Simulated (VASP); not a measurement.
All values below come from PBEsol GGA, VASP's PBE PAW potentials (set 64) (plane waves; VASP).

Input for VASP

POSCAR:
```
Li3N
3.870
  0.4715762274  -0.8167940568   0.0000000000
  0.4715762274   0.8167940568   0.0000000000
  0.0000000000   0.0000000000   1.0000000000
Li N
3 1
Cartesian
  0.4715762274   0.2722652301   0.0000000000
  0.4715762274  -0.2722652301   0.0000000000
  0.0000000000   0.0000000000   0.5000000000
  0.0000000000   0.0000000000   0.0000000000
```

### INCAR
```
SYSTEM = Li3N
PREC = Accurate
ENCUT = 520
EDIFF = 1E-6
NELM = 100
ALGO = Normal
LREAL = .FALSE.
LASPH = .TRUE.
ISMEAR = 0
SIGMA = 0.05
GGA = PS
LWAVE = .FALSE.
LCHARG = .FALSE.
ISIF = 2
```

File KPOINTS:
```
Automatic mesh
0
Gamma
6 6 5
0 0 0
```

POTCAR, in this order: Li_sv N (PBE.64 set). Program: vasp_std.

The run wrote:

**OSZICAR**
```
       N       E                     dE             d eps       ncg     rms          rms(c)
DAV:   1     0.531300373812E+02    0.53130E+02   -0.66277E+03   462   0.135E+03
DAV:   2    -0.120189897032E+02   -0.65149E+02   -0.61049E+02   622   0.244E+02
DAV:   3    -0.191727638565E+02   -0.71538E+01   -0.71238E+01   706   0.767E+01
DAV:   4    -0.200206736425E+02   -0.84791E+00   -0.84724E+00   736   0.207E+01
DAV:   5    -0.200342301231E+02   -0.13556E-01   -0.13555E-01   623   0.318E+00    0.940E+00
DAV:   6    -0.164182724239E+02    0.36160E+01   -0.23628E+01   543   0.224E+01    0.454E+00
DAV:   7    -0.162192302268E+02    0.19904E+00   -0.14131E+00   621   0.720E+00    0.222E+00
DAV:   8    -0.161292625182E+02    0.89968E-01   -0.39708E-01   541   0.495E+00    0.112E+00
DAV:   9    -0.161190674102E+02    0.10195E-01   -0.41712E-02   573   0.143E+00    0.333E-01
DAV:  10    -0.161196717912E+02   -0.60438E-03   -0.26686E-03   660   0.354E-01    0.620E-02
DAV:  11    -0.161195865449E+02    0.85246E-04   -0.94031E-04   568   0.149E-01    0.345E-02
DAV:  12    -0.161195885377E+02   -0.19927E-05   -0.15471E-04   581   0.712E-02    0.123E-02
DAV:  13    -0.161195831014E+02    0.54363E-05   -0.36015E-05   578   0.300E-02    0.142E-03
DAV:  14    -0.161195826370E+02    0.46431E-06   -0.13626E-06   463   0.997E-03
   1 F= -.16119583E+02 E0= -.16119583E+02  d E =-.263693E-14
```

**OUTCAR**
```
------------------------ aborting loop because EDIFF is reached ----------------------------------------
  FORCE on cell =-STRESS in cart. coord.  units (eV):
  Direction    XX          YY          ZZ          XY          YZ          ZX
  --------------------------------------------------------------------------------------
  Total       -0.4827984     -0.4827985     -0.2649925      0.0000000     -0.0000000     -0.0000000
  in kB      -17.3240357    -17.3240388     -9.5086057      0.0000000     -0.0000000     -0.0000000
  external PRESSURE =     -14.7188934 kB  Pullay stress =       0.0000000 kB
  volume of cell :       44.65
      direct lattice vectors                 reciprocal lattice vectors
     1.825000000 -3.160993000  0.000000000     0.273972603 -0.158178142  0.000000000
     1.825000000  3.160993000  0.000000000     0.273972603  0.158178142  0.000000000
     0.000000000  0.000000000  3.870000000     0.000000000  0.000000000  0.258397933
 POSITION                                       TOTAL-FORCE (eV/Angst)
 -----------------------------------------------------------------------------------
      1.82500      1.05367      0.00000         0.000000      0.000000      0.000000
      1.82500     -1.05367      0.00000         0.000000     -0.000000      0.000000
      0.00000      0.00000      1.93500        -0.000000      0.000000      0.000000
      0.00000      0.00000      0.00000        -0.000000      0.000000      0.000000
 -----------------------------------------------------------------------------------
    total drift:                                0.000000     -0.000000      0.000000
  FREE ENERGIE OF THE ION-ELECTRON SYSTEM (eV)
  ---------------------------------------------------
  free  energy   TOTEN  =       -16.1195826370 eV

  energy  without entropy=      -16.1195826370  energy(sigma->0) =      -16.11958264
```
(Selected blocks of OUTCAR.)

The compound is Li3N in the alpha structure. The cell was not relaxed at this level. The run is one of a series of settings (GGA = PS against the base run), some of them coarse on purpose.
